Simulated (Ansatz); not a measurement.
# Pb: the cost of one run

Computed with Ansatz 0.2.0 (DFT PBE, scalar-relativistic, plane waves, PAW, unless a step's input says otherwise).

The COD entry's cell or inner coordinates are ideal or old and differ from later refinements, so a difference from it is no clean test against experiment.

### Step 1. The system as given

It takes space group Fm-3m (No. 225, cubic). Conventional cell: a = 4.940 Å, b = 4.940 Å, c = 4.940 Å, α = 90.00°, β = 90.00°, γ = 90.00°. Pb (site symmetry m-3m) is surrounded by 12 Pb at 3.49 Å.

Structure file:

```cif
data_structure
_symmetry_space_group_name_H-M 'Fm-3m'
_symmetry_Int_Tables_number 225
_cell_length_a 4.9396
_cell_length_b 4.9396
_cell_length_c 4.9396
_cell_angle_alpha 90.000
_cell_angle_beta 90.000
_cell_angle_gamma 90.000
_cell_volume 120.52
loop_
_atom_site_label
_atom_site_type_symbol
_atom_site_symmetry_multiplicity
_atom_site_Wyckoff_symbol
_atom_site_fract_x
_atom_site_fract_y
_atom_site_fract_z
_atom_site_occupancy
Pb1 Pb 4 a 0.00000 0.00000 0.00000 1
```

No relaxation comes first: the listed cell is the starting point.

### Step 2. Zero of energy

Reference values: F = -11906.4043 eV; pressure 2.67 GPa; largest force 0.000 eV/Å; gap on the mesh none (metal). It was computed beforehand with the settings of the runs below.

### Step 3. Setting up energy and stress against strain

The cell is strained by ε times the Voigt pattern (1, -1, 0, 0, 0, 0) (xx, yy, zz, yz, xz, xy; engineering shear), with fractional coordinates fixed (clamped ions). The stress on the pattern is the sum of the stress components weighted by it, tension positive.

### Step 4. ε = -0.0600

Input file input.yaml:

```yaml
crystal:
  lattice:
    - [0.0, 2.617988, 2.4698]
    - [2.321612, 0.0, 2.4698]
    - [2.321612, 2.617988, 0.0]
  atoms:
    - { symbol: Pb, position: [0.0, 0.0, 0.0] }
basis:
  ecutwfc: 420
kpoints:
  mp_grid: { grid: [16, 16, 16] }
hamiltonian:
  xc: pbe
scf:
  occupations: { method: gaussian, width: 0.15 }
output:
  forces: true
  stress: true
  eigenvalues: true
  write_density: true
  write_potential: true
  elf: true
  volumetric_format: npy
```

Launch:

```bash
$ ansatz run input.yaml --threads 1 --pin off --max-ram 2560MiB --backend cpu --events-out ev --progress --plain --runs-dir out
```

What time and memory should one allow on 1 thread of Arm Neoverse V1, shared host?

About 17 s, with a peak of 0.45 GiB.
